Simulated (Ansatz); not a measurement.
## P, A15: how the functional moves the structure

All rows: Ansatz, plane waves with scalar-relativistic PAW, 420 eV (500 eV for the SCAN forms), relaxed under each functional, no dispersion correction, no zero-point motion. B₀ comes from uniform scaling at fixed shape; a dash is a value not given.

```json
{"functional": "r²SCAN", "V (Å³/atom)": "14.82", "cell": "a = 4.912 Å", "magnetic state": "spin not included", "ΔE to black phosphorus (meV/atom)": "1126"}
{"functional": "PBEsol", "V (Å³/atom)": "14.10", "cell": "a = 4.832 Å", "magnetic state": "spin not included", "ΔE to black phosphorus (meV/atom)": "727"}
{"functional": "LDA", "V (Å³/atom)": "14.01", "cell": "a = 4.822 Å", "magnetic state": "spin not included", "ΔE to black phosphorus (meV/atom)": "740"}
{"functional": "revPBE", "V (Å³/atom)": "14.87", "cell": "a = 4.918 Å", "magnetic state": "spin not included", "ΔE to black phosphorus (meV/atom)": "940"}
{"functional": "RPBE", "V (Å³/atom)": "14.94", "cell": "a = 4.925 Å", "magnetic state": "spin not included", "ΔE to black phosphorus (meV/atom)": "966"}
{"functional": "BLYP", "V (Å³/atom)": "17.02", "cell": "a = 5.144 Å", "magnetic state": "spin not included", "ΔE to black phosphorus (meV/atom)": "1195"}
```

**Question.** What does PBE give?

**Answer.** V (Å³/atom): 14.71; cell: a = 4.900 Å; magnetic state: spin not included; ΔE to black phosphorus (meV/atom): 868.
